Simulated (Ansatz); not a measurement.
# BN: pressure up to the limit of the methods

The task here is to estimate one member of a computed series from the others.

Program: Ansatz 0.2.0. Level of theory: DFT, PBE, PAW with Ansatz's default frozen-core files, scalar-relativistic. These are calculated values, not measurements.

## The structure to begin with

Symmetry: Fm-3m, No. 225, cubic system. Conventional cell: a = 4.309 Å, b = 4.309 Å, c = 4.309 Å, α = 90.00°, β = 90.00°, γ = 90.00°. Around B (site symmetry m-3m) lie 6 N at 2.15 Å. N (site symmetry m-3m) has 6 B at 2.15 Å as nearest neighbours.

As a file:

```cif
data_structure
_symmetry_space_group_name_H-M 'P 1'
_symmetry_Int_Tables_number 1
_cell_length_a 3.0468
_cell_length_b 3.0468
_cell_length_c 3.0468
_cell_angle_alpha 60.000
_cell_angle_beta 60.000
_cell_angle_gamma 60.000
_cell_volume 20.00
loop_
_atom_site_label
_atom_site_type_symbol
_atom_site_fract_x
_atom_site_fract_y
_atom_site_fract_z
_atom_site_occupancy
B1 B 0.00000 0.00000 0.00000 1
N1 N 0.50000 0.50000 0.50000 1
```

Whether this phase is the stable one at these pressures isn't tested.

Atoms are numbered in the order of the input: B1, N2.

Set-up of the first run:

input.yaml reads:

```yaml
crystal:
  lattice:
    - [0.0, 2.15443469, 2.15443469]
    - [2.15443469, 0.0, 2.15443469]
    - [2.15443469, 2.15443469, 0.0]
  atoms:
    - { symbol: B, position: [0.0, 0.0, 0.0] }
    - { symbol: "N", position: [0.5, 0.5, 0.5] }
kpoints:
  mp_grid: { grid: [15, 15, 15] }
scf:
  occupations: { method: fermi_dirac, width: 0.08 }
hamiltonian:
  xc: pbe
  pseudopotentials: { kind: paw }
output:
  forces: true
  stress: true
  write_density: true
  write_potential: true
  elf: true
  volumetric_format: npy
relax:
  f_tol: 0.005
  max_steps: 40
  cell: {}
```

The run is started by

```bash
$ ansatz run input.yaml --threads 1 --pin off --max-ram 2048MiB --backend cpu --events-out ev --progress --plain --runs-dir out
```

Among the steps run: Cell relaxed at zero pressure, PAW; Volume scaled by 1, PAW; Volume scaled by 0.94, PAW; Volume scaled by 0.88, PAW; Volume scaled by 0.8, PAW; Volume scaled by 0.72, PAW; Volume scaled by 0.64, PAW; Volume scaled by 0.55, PAW; Volume scaled by 0.55, PAW (partial_waves polarizable).

One table of the session follows, with a row left open; its other results are not shown here.

 The rows PAW, 0.55 and PAW (partial_waves polarizable), 0.55 agree to the last digit and may rest on the same set-up.

| method | volume over the first | volume (Å³/atom) | pressure (GPa) | gap on the k mesh (eV) |
| --- | --- | --- | --- | --- |
| PAW | 1 | 5.375 | 0.00 | 1.19 |
| PAW | 0.94 | ? | ? | ? |
| PAW | 0.88 | 4.730 | 62.04 | 2.20 |
| PAW | 0.8 | 4.300 | 129.71 | 3.03 |
| PAW | 0.72 | 3.870 | 232.20 | 4.04 |
| PAW | 0.64 | 3.440 | 391.08 | 5.18 |
| PAW | 0.55 | 2.956 | 687.10 | 6.45 |
| PAW (partial_waves polarizable) | 0.55 | 2.956 | 687.10 | 6.45 |

**Question.** Estimate the row for PAW, 0.94.

As computed: volume (Å³/atom): 5.053; pressure (GPa): 26.46; gap on the k mesh (eV): 1.66. In the column «volume (Å³/atom)» it lies between PAW, 0.88 (4.730) and PAW, 1 (5.375).
